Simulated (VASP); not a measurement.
# Rb: intraband terms of a metal's spectrum

Rb, I4_1/amd (no. 141), 2 atoms in the cell. PBE, independent-particle dielectric function; PAW potentials Rb_sv (PBE set).

## Input

INCAR.step1:
```
SYSTEM = Rb
PREC     = Accurate       ! precision mode
ENCUT    = 260            ! plane-wave cutoff, eV
ISMEAR   = 1              ! smearing method
SIGMA    = 0.1            ! smearing width, eV
EDIFF    = 1E-7           ! SCF threshold, eV
LASPH    = .TRUE.         ! aspherical terms in the spheres
KPAR     = 4            
LWAVE    = .FALSE.        ! write WAVECAR
LCHARG   = .TRUE.         ! write CHGCAR
LMAXMIX  = 4              ! l up to which the mixer works
```

INCAR.step2:
```
SYSTEM = Rb
PREC     = Accurate       ! precision mode
ENCUT    = 260            ! plane-wave cutoff, eV
ISMEAR   = 0              ! smearing method
SIGMA    = 0.3            ! smearing width, eV
EDIFF    = 1E-6           ! SCF threshold, eV
LASPH    = .TRUE.         ! aspherical terms in the spheres
KPAR     = 4            
LWAVE    = .TRUE.         ! write WAVECAR
LCHARG   = .FALSE.        ! write CHGCAR
LMAXMIX  = 4              ! l up to which the mixer works
ICHARG   = 11             ! starting density
NBANDS   = 27             ! bands
NEDOS    = 3000           ! points of the DOS
OMEGAMAX = 30           
CSHIFT   = 0.1           
```

INCAR.step3, as INCAR.step2 but for:
```
- LWAVE = .TRUE.
+ LWAVE = .FALSE.
+ LOPTICS = .TRUE.
+ ALGO = None
+ NELM = 1
+ ISTART = 1
```

INCAR.step4, as INCAR.step3 but for:
```
+ WPLASMAI = 0.03
```

INCAR.step5 to INCAR.step6 change the same tag again: WPLASMAI = 0.1, 0.3.

INCAR.step7, as INCAR.step6 but for:
```
- WPLASMAI = 0.3
+ RTIME = 20
```

INCAR.step8, as INCAR.step7 but for:
```
- RTIME = 20
+ RTIME = 1
```

INCAR.step9, as INCAR.step8 but for:
```
- RTIME = 1
+ LNABLA = .TRUE.
```

INCAR.step10, as INCAR.step9 but for:
```
- ISMEAR = 0
- LNABLA = .TRUE.
+ ISMEAR = -5
```

KPOINTS.step1:
```
k-points
0
Gamma
  8 8 8
```

KPOINTS.step2:
```
k-points
0
Gamma
  12 12 12
```

POSCAR:
```
Rb
1.0
   -2.3789880000      2.3789880000      8.4886690000
    2.3789880000     -2.3789880000      8.4886690000
    2.3789880000      2.3789880000     -8.4886690000
Rb
2
Direct
    0.5000000000      0.5000000000      0.0000000000
    0.2500000000      0.7500000000      0.5000000000
```

Commands (each step's output is kept before the next begins):
```
cat potpaw_PBE.64/Rb_sv/POTCAR > POTCAR
cp INCAR.step1 INCAR
cp KPOINTS.step1 KPOINTS
mpirun -np 4 vasp_std > vasp.out
cp INCAR.step2 INCAR
cp KPOINTS.step2 KPOINTS
mpirun -np 4 vasp_std > vasp.out
cp INCAR.step3 INCAR
mpirun -np 4 vasp_std > vasp.out
cp INCAR.step4 INCAR
mpirun -np 4 vasp_std > vasp.out
cp INCAR.step5 INCAR
mpirun -np 4 vasp_std > vasp.out
cp INCAR.step6 INCAR
mpirun -np 4 vasp_std > vasp.out
cp INCAR.step7 INCAR
mpirun -np 4 vasp_std > vasp.out
cp INCAR.step8 INCAR
mpirun -np 4 vasp_std > vasp.out
cp INCAR.step9 INCAR
mpirun -np 4 vasp_std > vasp.out
cp INCAR.step10 INCAR
mpirun -np 4 vasp_std > vasp.out
```

## Result

- Bands: 27

One ground state, settings moved in the last step alone:

| Settings | Plasma frequency (eV) | Im ε at 0.5 eV | Im ε at 1 eV | Im ε at 2 eV | Im ε at 4 eV | Time (s) |
|---|---|---|---|---|---|---|
| interband part alone | 3.36 | 9.8 | 2.0 | 0.4 | 0.2 | 22 |
| Drude term, WPLASMAI 0.03 | 3.36 | 12.5 | 2.3 | 0.4 | 0.2 | 21 |
| Drude term, WPLASMAI 0.1 | 3.36 | 18.5 | 3.1 | 0.5 | 0.2 | 22 |
| Drude term, WPLASMAI 0.3 | 3.36 | 29.7 | 5.1 | 0.8 | 0.3 | 22 |
| relaxation time RTIME 20 fs | 3.36 | 12.8 | 2.4 | 0.4 | 0.2 | 22 |
| relaxation time RTIME 1 fs | 3.36 | 31.5 | 7.2 | 1.2 | 0.3 | 21 |
| transversal form (LNABLA) | 3.37 | 9.9 | 2.0 | 0.4 | 0.2 | 26 |
| tetrahedron method | – | – | – | – | – | no result |

VASP 6.6.1 took 371 s on 4 cores (Intel Xeon Platinum 8259CL @ 2.50GHz (Skylake/Cascade Lake)), a shared host.
